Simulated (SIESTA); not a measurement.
## BN under changes of volume

One of the cells (5.959 Å³/atom); the others are scaled copies at fixed shape and fractional positions:

```
N B
1.0
     0.00000    1.81300    1.81300
     1.81300    0.00000    1.81300
     1.81300    1.81300    0.00000
N B
1 1
Direct
  0.25000 0.25000 0.25000
  0.00000 0.00000 0.00000
```

The cell is a database's computed one.

- Program: SIESTA 5.4.2
- Functional: PBEsol
- Potentials or basis: PseudoDojo 0.4 standard (PBEsol files)
- Basis: DZP (energy shift 0.003 Ry)
- Grid cutoff: 800 Ry
- Energy shift: 0.003 Ry
- k mesh: 13 × 13 × 13
- Occupations: fermi-dirac, width 0.05 eV
- Spin: no spin polarisation

```tsv
volume (Å³/atom)	energy over the lowest point (meV/atom)	pressure (GPa)	gap on the mesh (eV)
5.602	22.75	24.0	4.53
5.721	?	?	?
5.840	1.16	5.6	4.47
5.959	0.00	-2.4	4.45
6.078	4.51	-9.7	4.42
6.198	14.29	-16.5	4.39
6.317	28.79	-22.4	4.36
```

Q: What does the run at 5.721 Å³/atom give?

A: Energy over the lowest point 8.52 meV/atom; pressure 14.4 GPa; gap on the mesh 4.50 eV.

Worked out: A Birch-Murnaghan fit of order 3 (a polynomial in V^(-2/3)) to the other rows has its minimum at 5.92 Å³/atom with B0 = V·E''(V) = 391 GPa and B' = 3.5. It gives 8.55 meV/atom at 5.721 Å³/atom, against the run's 8.52, and -dE/dV = 14.4 GPa, against 14.4. A straight line through the other rows of the gap, of slope -1.4 eV per unit of ln V, gives 4.50 eV, against the run's 4.50.

Energies are extrapolated to zero smearing.

Caveats: an odd mesh through Γ misses points on the zone boundary, where band edges often lie; the basis of atomic orbitals isn't converged, which shifts pressures, moduli and gaps.
